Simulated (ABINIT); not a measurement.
# AlAu (Pm-3m) in ABINIT: reference runs

Reference runs on AlAu: the cell as given and a disturbed copy.

Program: ABINIT 10.8.3 (patched build). These are calculated values, not measurements. Logs are shortened: lines on timing, memory, paths and dates and some standing lists are left out, and cuts for length are marked. The log counts tension as positive stress, the text compression.

### Step 1. Starting point

The structure is cubic, space group Pm-3m (No. 221). The conventional cell has a = 3.224 Å, b = 3.224 Å, c = 3.224 Å, α = 90.00°, β = 90.00°, γ = 90.00°. Au (site symmetry m-3m) is surrounded by 8 Al at 2.79 Å. Al (site symmetry m-3m) is surrounded by 8 Au at 2.79 Å.

The cell comes from a database or a generator and needn't be the stable form of this composition.

### Step 2. Single point, PBEsol

File run.abi:

```
# Pseudopotentials
pp_dirpath "./"
pseudos "Au.upf, Al.upf"

# Structure
acell 3*1.0 Angstrom
rprim
     3.2239420000     0.0000000000     0.0000000000
     0.0000000000     3.2239420000     0.0000000000
     0.0000000000     0.0000000000     3.2239420000
ntypat 2
znucl 79 13
natom 2
typat 1 2
xcart
     3.0461837108     3.0461837108     3.0461837108
     0.0000000000     0.0000000000     0.0000000000

# Plane-wave basis
ecut 38.0

# k points
kptopt 1
ngkpt 8 8 8
nshiftk 1
shiftk 0.0 0.0 0.0

# Exchange and correlation
ixc -116133

# Bands and occupations
nband 15
occopt 3
tsmear 0.00183747

# SCF cycle
nstep 100
tolvrs 1.0e-10

# Output
iomode 3
prtwf 0
prteig 0
prtebands 0
prtden 1
prtvha 1
prtvclmb 1
prtpot 1
prtelf 1
```

Potentials or basis: PseudoDojo NC SR PBEsol v0.4.1 standard.

The run is started by

```
abinit run.abi > log 2>&1
```

run.abo:

```text
.Version 10.8.3 of ABINIT
 Symmetries : space group Pm -3 m (#221); Bravais cP (primitive cubic)
================================================================================
 Values of the parameters that define the memory need of the present run
     intxc =       0    ionmov =       0      iscf =       7    lmnmax =       7
     lnmax =       7     mgfft =      36  mpssoang =       4    mqgrid =    3001
     natom =       2  nloc_mem =       1    nspden =       1   nspinor =       1
    nsppol =       1      nsym =      48    n1xccc =    2501    ntypat =       2
    occopt =       3   xclevel =       2
       mpw =        2546          nfft =       46656          nkpt =          35
================================================================================
================================================================================

--------------------------------------------------------------------------------
------------- Echo of variables that govern the present computation ------------
--------------------------------------------------------------------------------
 -outvars: echo values of preprocessed input variables --------
            acell      1.8897261259E+00  1.8897261259E+00  1.8897261259E+00 Bohr
              amu      1.96966540E+02  2.69815390E+01
             ecut      3.80000000E+01 Hartree
              ixc     -116133
         kptrlatt        8    0    0      0    8    0      0    0    8
          kptrlen      4.87389394E+01
            natom           2
            nband          15
            ngfft          36      36      36
             nkpt          35
            nstep         100
             nsym          48
           ntypat           2
           occopt           3
        prtebands           0
           prteig           0
           prtelf           1
           prtpot           1
         prtvclmb           1
           prtvha           1
            prtwf           0
            rprim      3.2239420000E+00  0.0000000000E+00  0.0000000000E+00
                       0.0000000000E+00  3.2239420000E+00  0.0000000000E+00
                       0.0000000000E+00  0.0000000000E+00  3.2239420000E+00
          spgroup         221
           tolvrs      1.00000000E-10
           tsmear      1.83747000E-03 Hartree
            typat      1  2
           xangst      1.6119709989E+00  1.6119709989E+00  1.6119709989E+00
                      -1.1142852469E-09 -1.1142852469E-09 -1.1142852469E-09
            xcart      3.0461837108E+00  3.0461837108E+00  3.0461837108E+00
                      -2.1056939428E-09 -2.1056939428E-09 -2.1056939428E-09
             xred      4.9999999965E-01  4.9999999965E-01  4.9999999965E-01
                      -3.4562819273E-10 -3.4562819273E-10 -3.4562819273E-10
            znucl       79.00000   13.00000

================================================================================

 chkinp: Checking input parameters for consistency.

[... 102 lines left out ...]
 ------------------------------------------------
 Atom  Sphere_radius  Integrated_density
    1        2.00000         15.56748450
    2        2.00000          0.80546728
================================================================================

 ----iterations are completed or convergence reached----

 Mean square residual over all n,k,spin=   20.937E-08; max=  76.150E-06
 reduced coordinates (array xred) for    2 atoms
       0.499999999654      0.499999999654      0.499999999654
      -0.000000000346     -0.000000000346     -0.000000000346
 rms dE/dt=  0.0000E+00; max dE/dt=  0.0000E+00; dE/dt below (all hartree)
    1       0.000000000000      0.000000000000      0.000000000000
    2       0.000000000000      0.000000000000      0.000000000000

 cartesian coordinates (angstrom) at end:
    1      1.61197099888571     1.61197099888571     1.61197099888571
    2     -0.00000000111429    -0.00000000111429    -0.00000000111429

 cartesian forces (hartree/bohr) at end:
    1     -0.00000000000000    -0.00000000000000    -0.00000000000000
    2     -0.00000000000000    -0.00000000000000    -0.00000000000000
 frms,max,avg= 0.0000000E+00 0.0000000E+00   0.000E+00  0.000E+00  0.000E+00 h/b

 cartesian forces (eV/Angstrom) at end:
    1     -0.00000000000000    -0.00000000000000    -0.00000000000000
    2     -0.00000000000000    -0.00000000000000    -0.00000000000000
 frms,max,avg= 0.0000000E+00 0.0000000E+00   0.000E+00  0.000E+00  0.000E+00 e/A
 length scales=  1.889726125908  1.889726125908  1.889726125908 bohr
              =  1.000000000000  1.000000000000  1.000000000000 angstroms
 Fermi (or HOMO) energy (hartree) =   0.40986   Average Vxc (hartree)=  -0.43851
 Eigenvalues (hartree) for nkpt=  35  k points:
 kpt#   1, nband= 15, wtk=  0.00195, kpt=  0.0000  0.0000  0.0000 (reduced coord)
  -3.52090   -1.73014   -1.73014   -1.73014   -0.00691    0.16804    0.16804    0.23750
   0.23750    0.23750    0.51329    0.51329    0.51329    0.65309    0.68126
      occupation numbers for kpt#   1
   2.00000    2.00000    2.00000    2.00000    2.00000    2.00000    2.00000    2.00000
   2.00000    2.00000    0.00000    0.00000    0.00000    0.00000    0.00000
 prteigrs : prtvol=0 or 1, do not print more k-points.

--- !EnergyTerms
iteration_state     : {dtset: 1, }
comment             : Components of total free energy in Hartree
kinetic             :  4.31960042997093E+01
hartree             :  3.83588357623889E+01
xc                  : -2.61951474349817E+01
Ewald energy        : -9.36598770418906E+01
psp_core            :  3.20123923602986E+00
local_psp           : -1.17465624764435E+02
non_local_psp       :  2.80284702407342E+00
internal            : -1.49761722919106E+02
'-kT*entropy'       : -2.59083648198669E-04
total_energy        : -1.49761982002754E+02
total_energy_eV     : -4.07523113724060E+03
band_energy         : -1.44502079489520E+01
...

 Cartesian components of stress tensor (hartree/bohr^3)
  sigma(1 1)=  1.83534566E-04  sigma(3 2)=  0.00000000E+00
  sigma(2 2)=  1.83534566E-04  sigma(3 1)=  0.00000000E+00
  sigma(3 3)=  1.83534566E-04  sigma(2 1)=  0.00000000E+00

-Cartesian components of stress tensor (GPa)         [Pressure= -5.3998E+00 GPa]
- sigma(1 1)=  5.39977337E+00  sigma(3 2)=  0.00000000E+00
- sigma(2 2)=  5.39977337E+00  sigma(3 1)=  0.00000000E+00
- sigma(3 3)=  5.39977337E+00  sigma(2 1)=  0.00000000E+00

== END DATASET(S) ==============================================================
================================================================================

 -outvars: echo values of variables after computation  --------
            acell      1.8897261259E+00  1.8897261259E+00  1.8897261259E+00 Bohr
           etotal     -1.4976198200E+02
            fcart     -0.0000000000E+00 -0.0000000000E+00 -0.0000000000E+00
                      -0.0000000000E+00 -0.0000000000E+00 -0.0000000000E+00
            rprim      3.2239420000E+00  0.0000000000E+00  0.0000000000E+00
                       0.0000000000E+00  3.2239420000E+00  0.0000000000E+00
                       0.0000000000E+00  0.0000000000E+00  3.2239420000E+00
           strten      1.8353456627E-04  1.8353456627E-04  1.8353456627E-04
                       0.0000000000E+00  0.0000000000E+00  0.0000000000E+00
           xangst      1.6119709989E+00  1.6119709989E+00  1.6119709989E+00
                      -1.1142852469E-09 -1.1142852469E-09 -1.1142852469E-09
             xred      4.9999999965E-01  4.9999999965E-01  4.9999999965E-01
                      -3.4562819273E-10 -3.4562819273E-10 -3.4562819273E-10
 Calculation completed.
```

Wall time 56 s (1 thread of Arm Neoverse N1, shared host); peak memory 0.08 GiB.

Results:

| Item | Value |
| --- | --- |
| Free energy | -4075.2311 eV |
| Pressure | -5.4 GPa |
| Band gap on the k mesh | none (metal or under the smearing width) |
| Valence electrons inside the program's atomic spheres | Au 15.57; Al 0.81 |

### Step 3. Single point, PBEsol (atoms moved at random, drawn with an rms of 0.05 Å)

File run.abi:

```
pp_dirpath "./"
pseudos "Au.upf, Al.upf"

acell 3*1.0 Angstrom
rprim
     3.2239420000     0.0000000000     0.0000000000
     0.0000000000     3.2239420000     0.0000000000
     0.0000000000     0.0000000000     3.2239420000
ntypat 2
znucl 79 13
natom 2
typat 1 2
xred
     0.4922070000     0.4970150000     0.4941560000
    -0.0057380000     0.0087790000     0.0098280000
chkprim 0
chksymtnons 0
tolsym 1.0e-6

ecut 38.0

kptopt 1
ngkpt 8 8 8
nshiftk 1
shiftk 0.0 0.0 0.0

ixc -116133

nband 15
occopt 3
tsmear 0.00183747

nstep 100
tolvrs 1.0e-10

iomode 3
prtwf 0
prtden 0
prteig 0
prtebands 0
enunit 1
```

Potentials or basis: PseudoDojo NC SR PBEsol v0.4.1 standard.

The run is started by

```
abinit run.abi > log 2>&1
```

Run time: 6.9 min. Hardware: 1 thread of Arm Neoverse N1, shared host; peak memory 0.21 GiB.

The run converged. Its results:

- Free energy: -4075.2282 eV
- Pressure: -5.2 GPa
- Largest force: 0.092 eV/Å
- Band gap on the k mesh: none (metal or under the smearing width)
- Valence electrons inside the program's atomic spheres: Au 15.56; Al 0.80

Forces on the atoms (eV/Å):
```
Au   0.010  0.055  0.073
Al  -0.010 -0.055 -0.073
```

Stress tensor (GPa, compression positive):
```
-5.20  0.02  0.02
 0.02 -5.24  0.13
 0.02  0.13 -5.27
```

Levels at points of the mesh, in eV from the Fermi level:
```
           k point  band 9  band 10  band 11  band 12  band 13  band 14
(0.00, 0.00, 0.00)   -4.70    -4.69     2.81     2.82     2.82     6.61
(0.50, 0.00, 0.00)   -5.58    -4.58    -3.29     5.74     7.26     7.26
(0.00, 0.50, 0.00)   -5.58    -4.58    -3.29     5.75     7.24     7.25
(0.50, 0.50, 0.00)   -3.86    -3.48    -3.48    -1.29     0.71     7.16
(0.00, 0.00, 0.50)   -5.58    -4.58    -3.29     5.75     7.23     7.23
(0.50, 0.00, 0.50)   -3.86    -3.48    -3.48    -1.29     0.71     7.16
(0.00, 0.50, 0.50)   -3.86    -3.49    -3.48    -1.29     0.71     7.15
(0.50, 0.50, 0.50)   -3.81    -0.43     0.88     0.89     0.90     2.09
```
